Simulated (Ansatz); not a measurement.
Working through band-curvature effective masses by finite differences of ZnS, space group P6_3mc

Program: the Python package of Ansatz (0.2.0).

Notebook, run cell by cell (the value of a cell's last expression is shown):

**Cell 1**
```python
import ansatz as az
import numpy as np
```

**Cell 2**
```python
vectors = np.array([
    [3.8227, 0.0, 0.0],
    [-1.91135, 3.310555, 0.0],
    [0.0, 0.0, 12.52],
])
structure = (
    az.Lattice.of(vectors)
    .atom("Zn", (0.0, 0.0, 0.0))
    .atom("Zn", (0.0, 0.0, 0.5))
    .atom("Zn", (1 / 3, 2 / 3, 0.25))
    .atom("Zn", (2 / 3, 1 / 3, 0.75))
    .atom("S", (0.0, 0.0, 0.1875))
    .atom("S", (0.0, 0.0, 0.6875))
    .atom("S", (1 / 3, 2 / 3, 0.4375))
    .atom("S", (2 / 3, 1 / 3, 0.9375))
)

structure.resolved().tree()["lattice"]
```
Output:
```text
((3.8227, 0.0, 0.0), (-1.91135, 3.310555, 0.0), (0.0, 0.0, 12.52))
```

**Cell 3**
```python
calculation = structure.calculation().functional("pbesol").kpoints(6, 6, 2).occupations("fixed")
res = calculation.band_table().run(threads=1)
rep = res.report
```
Output:
```text
DeckWarning: basis.ecutwfc = 420 eV, auto-derived from the records' recommended cutoffs: set by Zn (normal level)
```

**Cell 4**
```python
rep["published_state_doubts"]
```
Output:
```text
[]
```

**Cell 5**
```python
rep["converged"], rep["free_energy_ev"]
```
Output:
```text
(True, -16669.711721864045)
```

**Cell 6**
```python
levels = np.array(rep["eigenvalues_ev"])
filled = round(rep["n_electrons"] / 2)
edges = {"top filled band": (filled - 1, levels[:, filled - 1].argmax()), "lowest empty band": (filled, levels[:, filled].argmin())}
gap = levels[:, filled].min() - levels[:, filled - 1].max()
print(f"gap on the mesh {gap:.3f} eV")
if gap <= 0.05:
    print("no gap: band-edge masses have no meaning here")
    edges = {}
reciprocal = 2 * np.pi * np.linalg.inv(res.lattice.cell_ang).T
step = 0.01  # 1/A
```
Output:
```text
gap on the mesh 1.990 eV
```

**Cell 7**
```python
pairs = [(0, 1), (0, 2), (1, 2)]
moves = [sign * axis for axis in np.eye(3) for sign in (-1, 1)]
moves += [s1 * np.eye(3)[i] + s2 * np.eye(3)[j] for i, j in pairs for s1 in (1, -1) for s2 in (1, -1)]
for name, (band, index) in edges.items():
    together = int(np.sum(np.abs(levels[index] - levels[index, band]) < 2e-3))
    print(name, "at k =", np.round(rep["kpoints_frac"][index], 4), f"E = {levels[index, band]:.4f} eV, degeneracy {together}")
    centre = np.array(rep["kpoints_frac"][index]) @ reciprocal
    points = [centre] + [centre + step * move for move in moves]
    table = calculation.band_structure(points, intervals=1, cartesian=True).run(threads=1).band_structure().channels[0].eigenvalues_ev
    if together > 1:
        level = np.flatnonzero(np.abs(levels[index] - levels[index, band]) < 2e-3)
        along = (table[1, level] + table[2, level] - 2 * table[0, level]) / step ** 2
        print("  degenerate level, no single mass tensor; masses of its branches along x:", np.round(7.61996 / along, 3), "m_e")
        continue
    e = table[:, band]
    hessian = np.diag((e[1:7:2] + e[2:7:2] - 2 * e[0]) / step ** 2)
    for (i, j), (pp, pm, mp, mm) in zip(pairs, e[7:].reshape(3, 4)):
        hessian[i, j] = hessian[j, i] = (pp - pm - mp + mm) / (4 * step ** 2)
    curvatures, axes = np.linalg.eigh(hessian)
    slope = (e[2:7:2] - e[1:7:2]) / (2 * step)
    print("  slope (eV A):", np.round(slope, 3) + 0.0, "" if np.abs(slope).max() < 0.05 else "- no extremum here, so these are local curvatures and no band-edge masses")
    for curvature, axis in zip(curvatures, axes.T):
        print(f"  principal mass {7.61996 / curvature:8.3f} m_e along", np.round(axis, 2) + 0.0)
```
Output:
```text
top filled band at k = [0. 0. 0.] E = 5.6456 eV, degeneracy 2
  degenerate level, no single mass tensor; masses of its branches along x: [-0.161 -1.603] m_e
lowest empty band at k = [0. 0. 0.] E = 7.6358 eV, degeneracy 1
  slope (eV A): [0. 0. 0.]
  principal mass    0.167 m_e along [ 0.68 -0.73  0.  ]
  principal mass    0.167 m_e along [0.73 0.68 0.  ]
  principal mass    0.156 m_e along [0. 0. 1.]
```

Reading the output:
- Total energies depend on the potentials; only differences at equal settings carry meaning. A total without «per atom» is that of the whole cell that was run.
- Semilocal gaps usually lie well under measured ones.
- The computed bands are complete only to about 5.8 eV above the Fermi level.
- The structure is a deposited one; some such entries were measured under pressure or heat, so a shift against it needn't be the functional's error alone.
- Gaps and levels are Kohn-Sham values on a finite set of k-points.
- Warnings are shown shortened and without file and line.
- The masses are finite-difference curvatures at extrema found on a coarse mesh, which needn't be the true band edges; a step that is long against the gap makes them too heavy. At a valence maximum the curvature is negative (the hole mass is its size); mixed signs mark a saddle. Spin-orbit coupling is left out, and light masses scale with the Kohn-Sham gap.
- Finished in 50 s on 1 thread of Arm Neoverse V1, on a shared host, peak memory 0.45 GiB.
